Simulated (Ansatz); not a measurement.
# Two structures of Fe: comparison of enthalpies under pressure

The task here is to estimate one member of a computed series from the others.

All numbers are computed with Ansatz 0.2.0 through its Python package. Level of theory: DFT PBE, plane waves, PAW.

## The system

Fe Pm-3m: It takes space group Pm-3m (No. 221, cubic). The conventional cell has a = 2.360 Å, b = 2.360 Å, c = 2.360 Å, α = 90.00°, β = 90.00°, γ = 90.00°. Fe (site symmetry m-3m) has 6 Fe at 2.36 Å as nearest neighbours.

Fe Fd-3m: The structure is cubic, space group Fd-3m (No. 227). The conventional cell has a = 5.000 Å, b = 5.000 Å, c = 5.000 Å, α = 90.00°, β = 90.00°, γ = 90.00°. Fe (site symmetry -43m) has 4 Fe at 2.17 Å as nearest neighbours.

The script holds or builds the structure itself.

The first run:

fe.py reads:

```python
'''Pressure at which two phases of Fe cross.'''

from dataclasses import dataclass
import logging
import sys

import ansatz
import numpy as np

logging.basicConfig(stream=sys.stdout, format='%(levelname)s %(message)s')
logger = logging.getLogger('run')
logger.setLevel(logging.INFO)


@dataclass
class Settings:
    cutoff_ev: int = 460
    k_spacing: float = 0.33
    smearing: str = 'cold'
    width_ev: float = 0.05


settings = Settings()


def sc(a_site, a):
    return (
        ansatz.Lattice.cubic(a)
        .space_group(221)
        .atom(a_site, (0, 0, 0))
    )


def diamond(first, a):
    return ansatz.Crystal.diamond(first, a=a)


def solve(name, crystal, pressure=0.0):
    calc = (
        crystal.calculation()
        .functional(ansatz.Functional.PBE)
        .basis(settings.cutoff_ev)
        .kpoints(spacing=settings.k_spacing)
        .occupations(settings.smearing, width=settings.width_ev)
        .spin('collinear')
    )
    calc = calc.relax(force_tolerance=0.01, max_steps=60, cell=True, pressure=pressure)
    return calc.run(threads=1, pin='off')


def volume_per_atom(outcome):
    return abs(np.linalg.det(outcome.lattice.cell_ang)) / len(outcome.lattice.sites)

phases = {}
phases['sc'] = sc('Fe', 2.36).moments(Fe=3.5)
phases['diamond'] = diamond('Fe', 5.0).moments(Fe=3.5)

# enthalpy per atom at each pressure
pressures = [0, 10, 20, 30]
enthalpy, volume = {name: [] for name in phases}, {name: [] for name in phases}
for p in pressures:
    for name, crystal in phases.items():
        o = solve(name, crystal, pressure=p)
        volume[name].append(volume_per_atom(o))
        enthalpy[name].append(o.report['energy_sigma0_ev'] / len(o.lattice.sites) + p * volume[name][-1] / 160.21766)
gap = np.array(enthalpy['diamond']) - np.array(enthalpy['sc'])
rows = [(p, va, vb, 1000 * d) for p, va, vb, d in zip(pressures, volume['sc'], volume['diamond'], gap)]
logger.info('| P (GPa) | V sc (A^3/atom) | V diamond (A^3/atom) | H(diamond) - H(sc) (meV/atom) |')
logger.info('| --- | --- | --- | --- |')
for row in rows:
    logger.info(f'| {row[0]:d} | {row[1]:.3f} | {row[2]:.3f} | {row[3]:+.1f} |')
crossings = [p0 - g0 * (p1 - p0) / (g1 - g0) for p0, p1, g0, g1 in zip(pressures, pressures[1:], gap, gap[1:]) if g0 * g1 < 0]
print('crossing near', [round(float(p), 1) for p in crossings], 'GPa') if crossings else print('no crossing in this range')
```

Run with:

```bash
python fe.py
```

One table of the session follows, with a row left open; its other results are not shown here.

It belongs to the step «Run by run». Enthalpy H = E + pV of the second structure less the first:

```
pressure (GPa)  ΔH (meV/atom)
             0          514.7
            10          583.3
            20              ?
            30          724.6
```

Q: Estimate the row for pressure (GPa) = 20 from the others.

Worked estimate for «ΔH (meV/atom)». A straight line through the neighbours (10, 583.3) and (30, 724.6) gives 583.3 + (724.6 − 583.3) × (20 − 10) / (30 − 10) = 654.0; a parabola fitted to 3 rows on both sides gives 653.3.

The run gave: ΔH (meV/atom): 655.5. In «ΔH (meV/atom)» the line misses by -1.5 and the parabola by -2.2.

To keep in mind: Warnings in the runs' records: seeded moment not kept.
